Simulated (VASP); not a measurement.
# HfO2 (P4_2/nmc) in VASP: notebook, part 3 of 3

VASP 6.6.1.

**5. Phonons, LDA**

This run uses another cell than the first one, of 10.60 Å³/atom, 0.981 times its volume.

File POSCAR:

```
HfO2
1.0
    3.5361737592      0.0000000000      0.0000000000
    0.0000000000      3.5361737592      0.0000000000
    0.0000000000      0.0000000000      5.0878575565
  Hf              O
     2     4
Direct
     0.5000000000000000    0.5000000000000000    0.5000000000000000
     0.0000000000000000    0.0000000000000000    0.0000000000000000
     0.0000000000000000    0.5000000000000000    0.7041997967304160
     0.5000000000000000    0.0000000000000000    0.7958002032695840
     0.5000000000000000    0.0000000000000000    0.2958002032695840
     0.0000000000000000    0.5000000000000000    0.2041997967304160
```

File INCAR.step1:

```
ALGO     = Normal         # electronic algorithm
EDIFF    = 1E-8           # SCF threshold, eV
EDIFFG   = -0.002         # ionic threshold
ENCUT    = 600            # plane-wave cutoff, eV
IBRION   = 2              # ionic algorithm
ISIF     = 2              # what is computed and relaxed
ISMEAR   = -1             # smearing method
KPAR     = 8            
LASPH    = True           # aspherical terms in the spheres
LCHARG   = False          # write CHGCAR
LREAL    = False          # projectors in reciprocal space
LWAVE    = False          # write WAVECAR
NELM     = 80             # most SCF steps
NSW      = 40             # ionic steps
PREC     = Accurate       # precision mode
SIGMA    = 0.05           # smearing width, eV
```

File INCAR.step2:

```
ALGO     = Normal         # electronic algorithm
EDIFF    = 1E-8           # SCF threshold, eV
ENCUT    = 600            # plane-wave cutoff, eV
IBRION   = 8              # ionic algorithm
ISIF     = 2              # what is computed and relaxed
ISMEAR   = -1             # smearing method
KPAR     = 8            
LASPH    = True           # aspherical terms in the spheres
LCHARG   = False          # write CHGCAR
LEPSILON = True           # dielectric tensor by DFPT
LREAL    = False          # projectors in reciprocal space
LWAVE    = False          # write WAVECAR
NELM     = 80             # most SCF steps
NSW      = 1              # ionic steps
PREC     = Accurate       # precision mode
SIGMA    = 0.05           # smearing width, eV
```

File KPOINTS:

```
k-points
0
Gamma
  6 6 4
```

Potentials or basis: VASP PAW LDA potentials, release 64 (Hf_pv, O).

Command:

```bash
$ cat potpaw_LDA.64/Hf_pv/POTCAR potpaw_LDA.64/O/POTCAR > POTCAR
$ cp INCAR.step1 INCAR
$ mpirun -np 8 vasp_std > vasp.out
$ cp CONTCAR POSCAR
$ cp INCAR.step2 INCAR
$ mpirun -np 8 vasp_std > vasp.out
```

OUTCAR:

```text
EDIFF = 1E-8
   ENCUT = 600
   IBRION = 8
   ISIF = 2
   ISMEAR = -1
   LASPH = True
   LEPSILON = True
   LREAL = False
   NELM = 80
   NSW = 1
   PREC = Accurate

 ion  position               nearest neighbor table
   1  0.500  0.500  0.500-   3 2.05   5 2.05   5 2.05   3 2.05   4 2.32   4 2.32   6 2.32   6 2.32
                             2 3.57   2 3.57   2 3.57   2 3.57   2 3.57   2 3.57   2 3.57   2 3.57
   2  0.000  0.000  0.000-   4 2.05   6 2.05   6 2.05   4 2.05   3 2.32   5 2.32   3 2.32   5 2.32
                             1 3.57   1 3.57   1 3.57   1 3.57   1 3.57   1 3.57   1 3.57   1 3.57
   3  0.000  0.500  0.704-   1 2.05   1 2.05   2 2.32   2 2.32
   4  0.500  0.000  0.796-   2 2.05   2 2.05   1 2.32   1 2.32
   5  0.500  0.000  0.296-   1 2.05   1 2.05   2 2.32   2 2.32
   6  0.000  0.500  0.204-   2 2.05   2 2.05   1 2.32   1 2.32

  LATTYP: Found a simple tetragonal cell.
 ALAT       =     3.5361737592
 C/A-ratio  =     1.4388030405

  Lattice vectors:

 A1 = (   3.5361737592,   0.0000000000,   0.0000000000)
 A2 = (   0.0000000000,   3.5361737592,   0.0000000000)
 A3 = (   0.0000000000,   0.0000000000,   5.0878575565)

Analysis of symmetry for initial positions (statically):
=====================================================================
 Subroutine PRICEL returns:
 Original cell was already a primitive cell.

 Routine SETGRP: Setting up the symmetry group for a
 simple tetragonal supercell.

 Subroutine GETGRP returns: Found 16 space group operations
 (whereof  8 operations were pure point group operations)
[... 1040 lines left out ...]
  4Z     0.000000    0.000000   -1.139698    0.000000    0.000000    6.332638    0.000000    0.000000   -1.404699    0.000000    0.000000  -14.563381    0.000000    0.000000    9.478475    0.000000    0.000000    1.296665
  5X     1.396692    0.000000    0.000000   -1.967137    0.000000    0.000000    0.335479    0.000000    0.000000    0.995740    0.000000    0.000000   -6.706153    0.000000    0.000000    5.945379    0.000000    0.000000
  5Y     0.000000    9.564121    0.000000    0.000000    0.929281    0.000000    0.000000    0.335155    0.000000    0.000000    0.994021    0.000000    0.000000  -19.317455    0.000000    0.000000    7.494878    0.000000
  5Z     0.000000    0.000000    6.332638    0.000000    0.000000   -1.139698    0.000000    0.000000    1.296665    0.000000    0.000000    9.478475    0.000000    0.000000  -14.563381    0.000000    0.000000   -1.404699
  6X    -1.967137    0.000000    0.000000    1.396692    0.000000    0.000000    0.995740    0.000000    0.000000    0.335479    0.000000    0.000000    5.945379    0.000000    0.000000   -6.706153    0.000000    0.000000
  6Y     0.000000    0.929281    0.000000    0.000000    9.564121    0.000000    0.000000    0.994021    0.000000    0.000000    0.335155    0.000000    0.000000    7.494878    0.000000    0.000000  -19.317455    0.000000
  6Z     0.000000    0.000000   -1.139698    0.000000    0.000000    6.332638    0.000000    0.000000    9.478475    0.000000    0.000000    1.296665    0.000000    0.000000   -1.404699    0.000000    0.000000  -14.563381

 Eigenvectors and eigenvalues of the dynamical matrix
 ----------------------------------------------------

   1 f  =   20.348962 THz   127.856299 2PiTHz  678.768309 cm-1    84.156507 meV
             X         Y         Z           dx          dy          dz
      1.768087  1.768087  2.543929    -0.001178   -0.070975   -0.000000
      0.000000  0.000000  0.000000     0.001178    0.070975   -0.000000
      0.000000  1.768087  3.582737     0.011660    0.036992    0.000000
      1.768087  0.000000  4.049049    -0.011660   -0.036992    0.000000
      1.768087  0.000000  1.505120     0.000614    0.702465   -0.000000
      0.000000  1.768087  1.038808    -0.000614   -0.702465   -0.000000
[... 145 lines left out ...]
  18 f/i=    0.012341 THz     0.077540 2PiTHz    0.411648 cm-1     0.051038 meV
             X         Y         Z           dx          dy          dz
      1.768087  1.768087  2.543929     0.617443   -0.209329   -0.000000
      0.000000  0.000000  0.000000     0.617443   -0.209329   -0.000000
      0.000000  1.768087  3.582737     0.184454   -0.061770   -0.000000
      1.768087  0.000000  4.049049     0.184454   -0.061770   -0.000000
      1.768087  0.000000  1.505120     0.182198   -0.062535   -0.000000
      0.000000  1.768087  1.038808     0.182198   -0.062535   -0.000000

--------------------------------------------------------------------------------------------------------

 MACROSCOPIC STATIC DIELECTRIC TENSOR IONIC CONTRIBUTION
 ------------------------------------------------------
          66.089696     0.000000     0.000000
           0.000000    66.089696     0.000000
           0.000000     0.000000    13.160314
 ------------------------------------------------------

 ELASTIC MODULI CONTR FROM IONIC RELAXATION (kBar)
 Direction    XX          YY          ZZ          XY          YZ          ZX
 --------------------------------------------------------------------------------
 XX        -790.1208    308.6076   -575.2531      0.0000      0.0000     -0.0000
 YY         308.6076   -790.1208   -575.2531      0.0000     -0.0000      0.0000
 ZZ        -575.2531   -575.2531  -1374.4845      0.0000     -0.0000      0.0000
 XY           0.0000      0.0000      0.0000      0.0000      0.0000      0.0000
 YZ           0.0000     -0.0000     -0.0000      0.0000   -675.3900     -0.0000
 ZX          -0.0000      0.0000      0.0000      0.0000     -0.0000   -690.5964
 --------------------------------------------------------------------------------

 PIEZOELECTRIC TENSOR IONIC CONTR  for field in x, y, z        (C/m^2)
          XX          YY          ZZ          XY          YZ          ZX
  --------------------------------------------------------------------------------
  x     0.00000    -0.00000     0.00000     0.00000     0.00000    -0.00000
  y    -0.00000     0.00000     0.00000     0.00000     0.00000     0.00000
  z     0.00000     0.00000     0.00000     0.00000     0.00000     0.00000
```

OUTCAR.step1:

```text
EDIFF = 1E-8
   EDIFFG = -0.002
   ENCUT = 600
   IBRION = 2
   ISIF = 2
   ISMEAR = -1
   LASPH = True
   LREAL = False
[... 990 lines left out ...]
      1.76809      0.00000      1.50512         0.000000      0.000000      0.001857
      0.00000      1.76809      1.03881         0.000000      0.000000     -0.001857
 -----------------------------------------------------------------------------------
    total drift:                                0.000000     -0.000000      0.000000

  FREE ENERGIE OF THE ION-ELECTRON SYSTEM (eV)
  ---------------------------------------------------
  free  energy   TOTEN  =       -66.2643002250 eV

  energy  without entropy=      -66.2643002249  energy(sigma->0) =      -66.26430022

 reached required accuracy - stopping structural energy minimisation
```

OSZICAR.step1:

```text
N       E                     dE             d eps       ncg     rms          rms(c)
DAV:   1     0.282151958454E+03    0.28215E+03   -0.27939E+04  1560   0.190E+03
DAV:   2    -0.634100044526E+02   -0.34556E+03   -0.33873E+03  2032   0.428E+02
DAV:   3    -0.769668470785E+02   -0.13557E+02   -0.13531E+02  1850   0.803E+01
[... 13 lines left out ...]
       N       E                     dE             d eps       ncg     rms          rms(c)
DAV:   1    -0.662642996322E+02   -0.67034E-06   -0.39228E-04  1692   0.131E-01    0.797E-03
DAV:   2    -0.662643002800E+02   -0.64781E-06   -0.73081E-06  1766   0.171E-02    0.515E-03
DAV:   3    -0.662643002330E+02    0.47033E-07   -0.16174E-07  1920   0.268E-03    0.242E-03
DAV:   4    -0.662643002250E+02    0.80404E-08   -0.47229E-08  1612   0.158E-03
   2 F= -.66264300E+02 E0= -.66264300E+02  d E =-.126065E-05
```

It took 2.1 min on 8 MPI ranks of Intel Xeon 6975P-C (Granite Rapids), shared host; peak memory 0.58 GiB.

Results:

* Electronic dielectric tensor (diagonal): 5.32, 5.32, 4.86
* Born charges (mean of the diagonal): Hf +5.32; O -2.66 e
* Highest phonon frequency at Γ, LO-TO splitting left out: 679 cm⁻¹

Phonon frequencies in cm⁻¹ (negative: imaginary):
| q point | frequencies |
| --- | --- |
| (0.000, 0.000, 0.000) | 0 0 0 106 106 106 106 233 291 323 464 464 467 467 610 674 679 679 |

Electronic dielectric tensor:
```
5.32 0.00 0.00
0.00 5.32 0.00
0.00 0.00 4.86
```

Born effective charge tensors (e):
atom 1, Hf
```
5.53 0.00 0.00
0.00 5.53 0.00
0.00 0.00 4.90
```
atom 2, Hf
```
5.53 0.00 0.00
0.00 5.53 0.00
0.00 0.00 4.90
```
atom 3, O
```
-3.38  0.00  0.00
 0.00 -2.16  0.00
 0.00  0.00 -2.45
```
atom 4, O
```
-3.38  0.00  0.00
 0.00 -2.16  0.00
 0.00  0.00 -2.45
```
atom 5, O
```
-2.16  0.00  0.00
 0.00 -3.38  0.00
 0.00  0.00 -2.45
```
atom 6, O
```
-2.16  0.00  0.00
 0.00 -3.38  0.00
 0.00  0.00 -2.45
```

The run has no spin-orbit coupling, so splittings on Hf are missing.
